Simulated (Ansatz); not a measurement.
Pt: do energies and stresses tell the same story?

Computed with DFT PBE, scalar-relativistic, plane waves, PAW in Ansatz 0.2.0.

Plane waves to 420 eV, a k mesh through Γ of 18×18×18 on the computed 1-atom cell and Gaussian smearing (0.10 eV); no spin polarisation.

Relaxed cell: Fm-3m, a = 3.970 Å, b = 3.970 Å, c = 3.970 Å, α = 90.00°, β = 90.00°, γ = 90.00°, 1 atom in the primitive cell.

Energies at zero smearing and pressures from the stress tensor, at volumes with shape and atoms relaxed:
```tsv
V (Å³/atom)	E − E(first) (meV/atom)	P (GPa)
13.767	0.00	44.77
14.236	-108.84	30.19
14.705	-178.81	18.15
15.175	-216.68	8.20
15.644	-228.05	-0.01
16.113	-217.56	-6.77
16.583	-189.09	-12.32
17.208	-128.74	-18.15
```

Question: Check P = −dE/dV between neighbouring volumes, and get the bulk modulus from the pressures alone.

Answer: With 1 eV/Å³ = 160.2 GPa:
| middle V (Å³/atom) | −ΔE/ΔV (GPa) | mean P (GPa) |
| --- | --- | --- |
| 14.001 | 37.156 | 37.483 |
| 14.471 | 23.888 | 24.171 |
| 14.940 | 12.927 | 13.175 |
| 15.409 | 3.880 | 4.098 |
| 15.879 | -3.581 | -3.386 |
| 16.348 | -9.718 | -9.541 |
| 16.896 | -15.452 | -15.231 |

The two differ by 0.33 GPa at most. The mean of two end pressures misses the average over a step by about ΔV² P″/12, up to 0.23 GPa here; with that taken off 0.10 GPa remains. The stress is the derivative of the free energy, not of the energy at zero smearing, and with free energies 0.01 GPa remains. Around V = 15.644 Å³/atom, the two neighbours give B = −V ΔP/ΔV = 15.644 × 14.97 / 0.939 = 249.5 GPa, against B0 = 248.0 GPa from the Birch–Murnaghan fit of the energies.

Spin–orbit coupling is left out, which can shift energies with elements as heavy as these.